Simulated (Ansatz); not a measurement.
Crystal: Mo.

```
Mo
1.0
    -1.58381    1.58381    1.58381
     1.58381   -1.58381    1.58381
     1.58381    1.58381   -1.58381
Mo
1
Cartesian
  0.0000 0.0000 0.0000
```

| Item | Value |
| --- | --- |
| Program | Ansatz 0.2.0 |
| Task | relaxation of cell and atoms |
| Functional | BLYP |
| Dispersion | D4 |
| Potentials or basis | Ansatz PAW |
| Cutoff | 420 eV (not typed: the program's choice for these potentials) |
| k mesh | 12 × 12 × 12 |
| Occupations | fermi-dirac, width 0.05 eV |
| Spin | no spin polarisation |

At the start: volume 15.89 Å³/atom.

How do energy, volume and symmetry change on relaxing?

It ends after 4 steps and the volume is 15.67 Å³/atom (-1.4 %); space group Im-3m (No. 229, to 0.05 Å).

The path:
| step | energy change (eV) | largest force (eV/Å) | volume (Å³) |
| --- | --- | --- | --- |
| 1 | 0.0000 | 0.0000 | 15.89 |
| 2 | -0.0025 | 0.0000 | 15.68 |
| 3 | -0.0025 | 0.0000 | 15.67 |
| 4 | -0.0025 | 0.0000 | 15.67 |

Final structure:
```
Mo
1.0
    -1.57642    1.57642    1.57642
     1.57642   -1.57642    1.57642
     1.57642    1.57642   -1.57642
Mo
1
Direct
  0.00000 0.00000 0.00000
```

Caveat: the plane-wave basis is chosen anew once the cell has moved, so the energies of steps on either side of that aren't comparable; the PAW data sets come from PBE, with cores solved anew for the run's functional, which leaves a small shift of forces and pressure.
